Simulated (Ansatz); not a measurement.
InSe:

```xyz
8
Lattice="4.0500 0.0000 0.0000 -2.0250 3.5074 0.0000 0.0000 0.0000 16.9300" Properties=species:S:1:pos:R:3 pbc="T T T"
In    2.0250    1.1691   14.2720
In    0.0000    2.3383    5.8070
In    2.0250    1.1691   11.1230
In    0.0000    2.3383    2.6580
Se    2.0250    1.1691    6.7381
Se    0.0000    2.3383   15.2031
Se    2.0250    1.1691    1.7269
Se    0.0000    2.3383   10.1919
```

A run of Ansatz 0.2.0 on this cell left the log below. Logs are shortened: lines on timing, memory, paths and dates and some standing lists are left out, and cuts for length are marked.

```text
Warning: RAYON_NUM_THREADS=4 ignored (pool sized by the plan → 4); use --threads N
Engine: ansatz 0.2.0, aarch64-unknown-linux-gnu
Pseudopotentials: kind: paw
Pseudopotential: In, paw, valence charge 13, recommended cutoff 420 eV (normal), In.paw.azcp
Pseudopotential: Se, paw, valence charge 16, recommended cutoff 420 eV (normal), Se.paw.azcp
Functional definition: PBE
  parameter kappa = 0.804
  parameter beta = 0.06672455060314922
  exchange = pbe_x(kappa = kappa, mu = beta*pi^2/3)
[... 178 lines left out ...]
  k-point 1: bands = ["-41.7132", "-41.7132", "-41.7132", "-41.7132", "-41.7132", "-41.7132", "-41.7132", "-41.7132", "-41.6793", "-41.6793", "-41.6793", "-41.6793", "-41.6793", "-41.6793", "-41.6793", "-41.6793", "-41.6671", "-41.6671", "-41.6671", "-41.6671", "-9.0532", "-9.0532", "-8.8815", "-8.8815", "-8.8815", "-8.8815", "-8.8061", "-8.8061", "-8.8061", "-8.8061", "-8.7982", "-8.7982", "-8.7982", "-8.7982", "-8.6354", "-8.6354", "-8.6354", "-8.6354", "-8.6021", "-8.6021", "-7.4836", "-7.4836", "-7.3517", "-7.3517", "-0.2685", "-0.2685", "1.9716", "1.9716", "4.3897", "4.3897", "4.3897", "4.3897", "4.4720", "4.4720", "4.4720", "4.4720", "4.8843", "4.8843", "6.5065", "6.5065", "7.6273", "7.6273", "9.8626", "9.8626", "9.8626", "9.8626", "11.1111", "11.1111", "11.1111", "11.1111"]
  k-point 2: bands = ["-41.7132", "-41.7132", "-41.7132", "-41.7132", "-41.7131", "-41.7131", "-41.7131", "-41.7131", "-41.6793", "-41.6793", "-41.6793", "-41.6793", "-41.6793", "-41.6793", "-41.6793", "-41.6793", "-41.6671", "-41.6671", "-41.6671", "-41.6671", "-9.0529", "-9.0529", "-8.9235", "-8.9226", "-8.8796", "-8.8795", "-8.8552", "-8.8541", "-8.8016", "-8.8016", "-8.7968", "-8.7968", "-8.7915", "-8.7915", "-8.6614", "-8.6609", "-8.6366", "-8.6365", "-8.5636", "-8.5636", "-7.3646", "-7.3136", "-7.2532", "-7.1996", "-0.2467", "-0.1615", "1.7893", "1.9919", "3.5748", "3.6735", "3.6972", "3.9304", "4.1971", "4.2433", "4.2883", "4.3367", "4.7519", "5.2985", "6.8592", "7.3036", "8.2412", "8.2943", "9.1729", "9.3029", "9.9974", "10.0154", "10.4125", "10.6220", "11.2969", "11.3894"]
  k-point 19: bands = ["-41.7131", "-41.7131", "-41.7131", "-41.7131", "-41.7130", "-41.7130", "-41.7130", "-41.7130", "-41.6793", "-41.6793", "-41.6793", "-41.6793", "-41.6793", "-41.6793", "-41.6793", "-41.6793", "-41.6670", "-41.6670", "-41.6670", "-41.6670", "-9.1468", "-9.1468", "-9.0586", "-9.0586", "-8.9981", "-8.9981", "-8.8951", "-8.8951", "-8.8018", "-8.8018", "-8.7605", "-8.7605", "-8.7536", "-8.7536", "-8.6738", "-8.6738", "-8.6570", "-8.6570", "-8.4808", "-8.4808", "-6.3480", "-6.3480", "-6.2902", "-6.2902", "-0.4046", "-0.4046", "0.3863", "0.3863", "2.0752", "2.0752", "2.4033", "2.4033", "3.1601", "3.1601", "3.6661", "3.6661", "4.0216", "4.0216", "7.6425", "7.6425", "7.8681", "7.8681", "9.0388", "9.0388", "10.0756", "10.0756", "10.8031", "10.8031", "11.6427", "11.6427"]
--- Relaxed structure (8 steps of the walk, 8 accepted, 1 SCFs on fresh bases) ---
  F+E_penalty+E_count = -44271.90191612 eV   max|allowed force component| = 1.249e-3 eV/Å   (the final SCF, on the basis selected at the relaxed cell)
  cell:  # Å, volume = 268.0196 Å³
    - [4.0872491852045725, 4.18095065654868e-34, 0.0]
    - [-2.0436245926022862, 3.539661625984408, 0.0]
    - [0.0, 0.0, 18.52566094432778]
  atoms:
    - { symbol: In, position: [0.6666666666666665, 0.33333333333333326, 0.826249238638335] }
    - { symbol: In, position: [0.33333333333333326, 0.6666666666666665, 0.32624923863833516] }
    - { symbol: In, position: [0.6666666666666665, 0.33333333333333326, 0.6737507613616649] }
    - { symbol: In, position: [0.33333333333333326, 0.6666666666666665, 0.17375076136166484] }
    - { symbol: Se, position: [0.6666666666666665, 0.33333333333333326, 0.39494462657122054] }
    - { symbol: Se, position: [0.33333333333333326, 0.6666666666666665, 0.8949446265712203] }
    - { symbol: Se, position: [0.6666666666666665, 0.33333333333333326, 0.10505537342877949] }
    - { symbol: Se, position: [0.33333333333333326, 0.6666666666666665, 0.6050553734287795] }
```

Q: Write the input and the command behind it.

A: Relaxation of cell and atoms with PBE, no spin polarisation. The files as run (others can give the same):

input.yaml
```yaml
crystal:
  lattice:
    - [4.05, 0.0, 0.0]
    - [-2.025, 3.5074028853, 0.0]
    - [0.0, 0.0, 16.93]
  atoms:
    - { symbol: In, position: [0.6666666667, 0.3333333333, 0.843] }
    - { symbol: In, position: [0.3333333333, 0.6666666667, 0.343] }
    - { symbol: In, position: [0.6666666667, 0.3333333333, 0.657] }
    - { symbol: In, position: [0.3333333333, 0.6666666667, 0.157] }
    - { symbol: Se, position: [0.6666666667, 0.3333333333, 0.398] }
    - { symbol: Se, position: [0.3333333333, 0.6666666667, 0.898] }
    - { symbol: Se, position: [0.6666666667, 0.3333333333, 0.102] }
    - { symbol: Se, position: [0.3333333333, 0.6666666667, 0.602] }
hamiltonian:
  xc: pbe
  pseudopotentials: { kind: paw }
kpoints:
  mp_grid: { grid: [8, 8, 2] }
scf:
  occupations: { method: fermi_dirac, width: 0.05 }
output:
  forces: true
  stress: true
  eigenvalues: true
relax:
  f_tol: 0.01
  max_steps: 40
  cell: { stress_tol: 0.05 }
```

Potentials or basis: Ansatz PAW.
Run with:
```bash
$ ansatz run input.yaml --threads 4 --pin off --max-ram 11264MiB --backend cpu --events-out ev --progress --plain --runs-dir out
```

Caveat: the plane-wave basis is chosen anew once the cell has moved, so the energies of steps on either side of that aren't comparable; spin-orbit coupling is left out, which moves the levels of the heavy elements.
